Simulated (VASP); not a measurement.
# NaH (Fm-3m) in VASP: elastic constants with PBE

Aim: the elastic constants of NaH with PBE.

Program: VASP 6.6.1. These are calculated values, not measurements. Logs are shortened: lines on timing, memory, paths and dates and some standing lists are left out, and cuts for length are marked.

## 1. The structure

The structure is cubic, space group Fm-3m (No. 225). Conventional cell: a = 4.832 Å, b = 4.832 Å, c = 4.832 Å, α = 90.00°, β = 90.00°, γ = 90.00°. Na (site symmetry m-3m) has 6 H at 2.42 Å as nearest neighbours. Around H (site symmetry m-3m) lie 6 Na at 2.42 Å.

## 2. Elastic constants, PBE

Contents of INCAR:

```
ALGO = Fast
EDIFF = 1E-8
ENCUT = 600
GGA = PE
IBRION = 6
ISIF = 3
ISMEAR = 0
LASPH = T
LCHARG = T
LREAL = F
LWAVE = F
NELM = 80
NFREE = 2
NSW = 1
POTIM = 0.015
PREC = Accurate
SIGMA = 0.01
```

Contents of KPOINTS:

```
k-points
0
Gamma
  8 8 8
```

Contents of POSCAR:

```
NaH
1.0
    0.0000000000      2.4160403214      2.4160403214
    2.4160403214      0.0000000000      2.4160403214
    2.4160403214      2.4160403214      0.0000000000
Na H
1 1
Direct
    0.0000000000      0.0000000000      0.0000000000
    0.5000000000      0.5000000000      0.5000000000
```

Potentials or basis: VASP PAW PBE potentials, release 64 (Na_pv, H).

Command:

```
$ cat potpaw_PBE.64/Na_pv/POTCAR potpaw_PBE.64/H/POTCAR > POTCAR
$ mpirun -np 1 vasp_std > vasp.out
```

OUTCAR:

```text
EDIFF = 1E-8
   ENCUT = 600
   GGA = PE
   IBRION = 6
   ISIF = 3
   ISMEAR = 0
   LASPH = T
   LREAL = F
   NELM = 80
   NFREE = 2
   NSW = 1
   POTIM = 0.015
   PREC = Accurate

 ion  position               nearest neighbor table
   1  0.000  0.000  0.000-
   2  0.500  0.500  0.500-

  LATTYP: Found a face centered cubic cell.
 ALAT       =     4.8320806428

  Lattice vectors:

 A1 = (   0.0000000000,   2.4160403214,   2.4160403214)
 A2 = (   2.4160403214,   0.0000000000,   2.4160403214)
 A3 = (   2.4160403214,   2.4160403214,   0.0000000000)

Analysis of symmetry for initial positions (statically):
=====================================================================
 Subroutine PRICEL returns:
 Original cell was already a primitive cell.

 Routine SETGRP: Setting up the symmetry group for a
 face centered cubic supercell.

 Subroutine GETGRP returns: Found 48 space group operations
 (whereof 48 operations were pure point group operations)
 out of a pool of 48 trial point group operations.

The static configuration has the point symmetry O_h .

Analysis of symmetry for dynamics (positions and initial velocities):
=====================================================================
 Subroutine PRICEL returns:
 Original cell was already a primitive cell.

 Routine SETGRP: Setting up the symmetry group for a
 face centered cubic supercell.

 Subroutine GETGRP returns: Found 48 space group operations
 (whereof 48 operations were pure point group operations)
 out of a pool of 48 trial point group operations.

The dynamic configuration has the point symmetry O_h .

 Subroutine INISYM returns: Found 48 space group operations
 (whereof 48 operations are pure point group operations),
 and found     1 'primitive' translations

----------------------------------------------------------------------------------------

                                     Primitive cell

  volume of cell :      28.2061

  direct lattice vectors                    reciprocal lattice vectors
     0.000000000  2.416040321  2.416040321    -0.206950189  0.206950189  0.206950189
     2.416040321  0.000000000  2.416040321     0.206950189 -0.206950189  0.206950189
     2.416040321  2.416040321  0.000000000     0.206950189  0.206950189 -0.206950189

  length of vectors
     3.416796990  3.416796990  3.416796990     0.358448241  0.358448241  0.358448241

  position of ions in fractional coordinates (direct lattice)
     0.000000000  0.000000000  0.000000000
     0.500000000  0.500000000  0.500000000

  ion indices of the primitive-cell ions
   primitive index   ion index
                 1           1
                 2           2

----------------------------------------------------------------------------------------

 KPOINTS: k-points

Automatic generation of k-mesh.
 Grid dimensions read from file:
 generate k-points for:    8    8    8

 Generating k-lattice:

  Cartesian coordinates                     Fractional coordinates (reciprocal lattice)
    -0.025868774  0.025868774  0.025868774     0.125000000  0.000000000  0.000000000
     0.025868774 -0.025868774  0.025868774     0.000000000  0.125000000  0.000000000
     0.025868774  0.025868774 -0.025868774     0.000000000  0.000000000  0.125000000

  Length of vectors
     0.044806030  0.044806030  0.044806030

  Shift w.r.t. Gamma in fractional coordinates (k-lattice)
     0.000000000  0.000000000  0.000000000

 Subroutine IBZKPT returns following result:
 ===========================================

 Found     29 irreducible k-points:

 Following reciprocal coordinates:
            Coordinates               Weight
  0.000000  0.000000  0.000000      1.000000
  0.125000  0.000000  0.000000      8.000000
  0.250000  0.000000  0.000000      8.000000
  0.375000  0.000000  0.000000      8.000000
  0.500000  0.000000  0.000000      4.000000
  0.125000  0.125000  0.000000      6.000000
[... 16 lines left out ...]
  0.500000  0.250000  0.125000     48.000000
[... 35 lines left out ...]
   ISMEAR =     0;   SIGMA  =   0.01  broadening in eV -4-tet -1-fermi 0-gaus
   EFERMI_NEDOS =   21; number of points for ismear=-14 and -15
   IALGO  =     68    algorithm
   IMIX   =      4    mixing-type and parameters
     AMIX     =   0.40;   BMIX     =  1.00
     AMIX_MAG =   1.60;   BMIX_MAG =  1.00
  volume/ion in A,a.u.               =      14.10        95.17
  Fermi-wavevector in a.u.,A,eV,Ry     =   1.075616  2.032620 15.741262  1.156950
  Thomas-Fermi vector in A             =   2.211478
   LORBIT       =      0    0 simple, 1 ext, 2 COOP (PROOUT), +10 PAW based schemes
   GGA     = PE    functional components
   LHFCALC =     F    Hartree Fock is set to
   AEXX    =    0.0000 exact exchange contribution
   IVDW    =     0    specifies the selected vdW correction
   LEPSILON=     F    determine dielectric tensor
   LRPA    =     F    only Hartree local field effects (RPA)
 finite differences with symmetry
 non-spin polarized calculation
 RMM-DIIS sequential band-by-band and
 Gauss-broadening in eV      SIGMA  =   0.01
  energy-cutoff  :      600.00
  volume of cell :       28.21
 maximum number of plane-waves:       960
   NGX = 13   NGY = 13   NGZ = 13

--------------------------------------- Ionic step        1  -------------------------------------------

 number of electron       7.9999999 magnetization

 Free energy of the ion-electron system (eV)
  ---------------------------------------------------
  ext. energy  EPLUGINS =         0.00000000
  ---------------------------------------------------
  free energy    TOTEN  =        -5.08795216 eV

  energy without entropy =       -5.08795216  energy(sigma->0) =       -5.08795216

------------------------ aborting loop because EDIFF is reached ----------------------------------------

  FORCE on cell =-STRESS in cart. coord.  units (eV):
  Direction    XX          YY          ZZ          XY          YZ          ZX
  --------------------------------------------------------------------------------------
  -------------------------------------------------------------------------------------
  Total        0.0007537      0.0007537      0.0007537     -0.0000000     -0.0000000      0.0000000
  in kB        0.0428121      0.0428121      0.0428121     -0.0000000     -0.0000000      0.0000000
  external PRESSURE =       0.0428121 kB  Pullay stress =       0.0000000 kB
[... 89 lines left out ...]
  FREE ENERGIE OF THE ION-ELECTRON SYSTEM (eV)
  ---------------------------------------------------
  free  energy   TOTEN  =        -5.0870054025 eV

  energy  without entropy=       -5.0870054025  energy(sigma->0) =       -5.08700540

[... ionic steps 4 to 14 ...]

--------------------------------------- Ionic step       15  -------------------------------------------

 number of electron       7.9999999 magnetization

------------------------ aborting loop because EDIFF is reached ----------------------------------------
[... 67 lines left out ...]
--------------------------------------- Ionic step       17  -------------------------------------------

 number of electron       7.9999998 magnetization

 Free energy of the ion-electron system (eV)
  ---------------------------------------------------
  ext. energy  EPLUGINS =         0.00000000
  ---------------------------------------------------
  free energy    TOTEN  =        -5.08785366 eV

  energy without entropy =       -5.08785366  energy(sigma->0) =       -5.08785366

 E-fermi :  -1.0162     XC(G=0):  -7.7706

 val. band max:       -1.1131374317   @ k =   0.5000   0.2500  -0.2500
 cond. band min:       2.6480750274   @ k =   0.5000   0.0000   0.0000
 fundamental gap:      3.7612124591
 Fermi energy:        -1.0161505798

 k-point     1 :       0.0000    0.0000    0.0000
  band No.  band energies     occupation
      1     -23.2147      2.00000
      2     -23.2147      2.00000
      3     -23.2147      2.00000
      4      -4.7312      2.00000
      5       9.3066      0.00000
      6      14.4914      0.00000
      7      14.4914      0.00000
      8      14.4921      0.00000
[... 243 lines left out ...]
 k-point    24 :      -0.3750    0.2500    0.1250
  band No.  band energies     occupation
      1     -23.2940      2.00000
      2     -23.2492      2.00000
      3     -23.2336      2.00000
      4      -1.5960      2.00000
      5       3.4321      0.00000
      6       6.7078      0.00000
      7       9.9058      0.00000
      8      13.8106      0.00000

 [... further k-points ...]

------------------------ aborting loop because EDIFF is reached ----------------------------------------

  FORCE on cell =-STRESS in cart. coord.  units (eV):
  Direction    XX          YY          ZZ          XY          YZ          ZX
  --------------------------------------------------------------------------------------
  -------------------------------------------------------------------------------------
  Total        0.0031075      0.0017619      0.0017619      0.0000000      0.0000000      0.0000000
  in kB        0.1765168      0.1000782      0.1000782      0.0000000      0.0000000      0.0000000
  external PRESSURE =       0.1255577 kB  Pullay stress =       0.0000000 kB
[... 17 lines left out ...]
  FREE ENERGIE OF THE ION-ELECTRON SYSTEM (eV)
  ---------------------------------------------------
  free  energy   TOTEN  =        -5.0878536589 eV

  energy  without entropy=       -5.0878536589  energy(sigma->0) =       -5.08785366

 INTERNAL STRAIN TENSORS FROM STRAINED CELLS
 ============================================

 INTERNAL STRAIN TENSOR FOR ION    1 for displacements in x,y,z  (eV/Angst):
          X           Y           Z          XY          YZ          ZX
  --------------------------------------------------------------------------------
  x     0.00000     0.00000     0.00000     0.00000    -0.00000     0.00000
  y    -0.00000     0.00000    -0.00000    -0.00000    -0.00000    -0.00000
  z     0.00000     0.00000     0.00000     0.00000     0.00000    -0.00000

 INTERNAL STRAIN TENSORS FROM DISPLACED ATOMS
 ============================================

 INTERNAL STRAIN TENSOR FOR ION    1 for displacements in x,y,z  (eV/Angst):
          X           Y           Z          XY          YZ          ZX
  --------------------------------------------------------------------------------
  x     0.00000     0.00000     0.00000     0.00000     0.00000     0.00000
  y     0.00000     0.00000     0.00000     0.00000     0.00000     0.00000
  z     0.00000     0.00000     0.00000     0.00000     0.00000     0.00000

 INTERNAL STRAIN TENSOR FOR ION    2 for displacements in x,y,z  (eV/Angst):
          X           Y           Z          XY          YZ          ZX
  --------------------------------------------------------------------------------
  x     0.00000     0.00000     0.00000     0.00000     0.00000     0.00000
  y     0.00000     0.00000     0.00000     0.00000     0.00000     0.00000
  z     0.00000     0.00000     0.00000     0.00000     0.00000     0.00000

 Eigenvectors and eigenvalues of the dynamical matrix
 ----------------------------------------------------

   1 f  =   14.935072 THz    93.839828 2PiTHz  498.180393 cm-1    61.766469 meV
             X         Y         Z           dx          dy          dz
      0.000000  0.000000  0.000000     0.000000    0.204305    0.000000
      2.416040  2.416040  2.416040     0.000000   -0.978907    0.000000
[... 21 lines left out ...]
   6 f/i=    0.002109 THz     0.013249 2PiTHz    0.070336 cm-1     0.008721 meV
             X         Y         Z           dx          dy          dz
      0.000000  0.000000  0.000000     0.000000    0.000000    0.978907
      2.416040  2.416040  2.416040     0.000000    0.000000    0.204305

--------------------------------------------------------------------------------------------------------

 ELASTIC MODULI CONTR FROM IONIC RELAXATION (kBar)
 Direction    XX          YY          ZZ          XY          YZ          ZX
 --------------------------------------------------------------------------------
 XX           0.0000      0.0000      0.0000      0.0000      0.0000      0.0000
 YY           0.0000      0.0000      0.0000      0.0000      0.0000      0.0000
 ZZ           0.0000      0.0000      0.0000      0.0000      0.0000      0.0000
 XY           0.0000      0.0000      0.0000      0.0000      0.0000      0.0000
 YZ           0.0000      0.0000      0.0000      0.0000      0.0000      0.0000
 ZX           0.0000      0.0000      0.0000      0.0000      0.0000      0.0000
 --------------------------------------------------------------------------------

 TOTAL ELASTIC MODULI (kBar)
 Direction    XX          YY          ZZ          XY          YZ          ZX
 --------------------------------------------------------------------------------
 XX         438.2376    123.4090    123.4090     -0.0000     -0.0000      0.0000
 YY         123.4090    438.2376    123.4090      0.0000     -0.0000      0.0000
 ZZ         123.4090    123.4090    438.2376     -0.0000      0.0000      0.0000
 XY          -0.0000      0.0000     -0.0000    225.1777      0.0000      0.0000
 YZ          -0.0000     -0.0000      0.0000      0.0000    225.1777      0.0000
 ZX           0.0000      0.0000      0.0000      0.0000      0.0000    225.1777
 --------------------------------------------------------------------------------
```

It took 2.6 min on 1 thread of Intel Xeon 6975P-C (Granite Rapids), shared host; peak memory 0.22 GiB.

Results:

| Quantity | Value |
| --- | --- |
| Elastic constants C11, C12, C44 | 44, 12, 23 GPa |
| Voigt bulk modulus | 23 GPa |
| Highest phonon frequency at Γ, LO-TO splitting left out | 498 cm⁻¹ |

Phonon frequencies in cm⁻¹ (negative: imaginary):
```csv
q point,frequencies
"(0.000, 0.000, 0.000)",0 0 0 498 498 498
```

Elastic tensor in Voigt notation (GPa, in the Cartesian axes of the cell as first typed):
```
44 12 12  0  0  0
12 44 12  0  0  0
12 12 44  0  0  0
 0  0  0 23  0  0
 0  0  0  0 23  0
 0  0  0  0  0 23
```

Clamped-ion elastic tensor (GPa):
```
44 12 12  0  0  0
12 44 12  0  0  0
12 12 44  0  0  0
 0  0  0 23  0  0
 0  0  0  0 23  0
 0  0  0  0  0 23
```
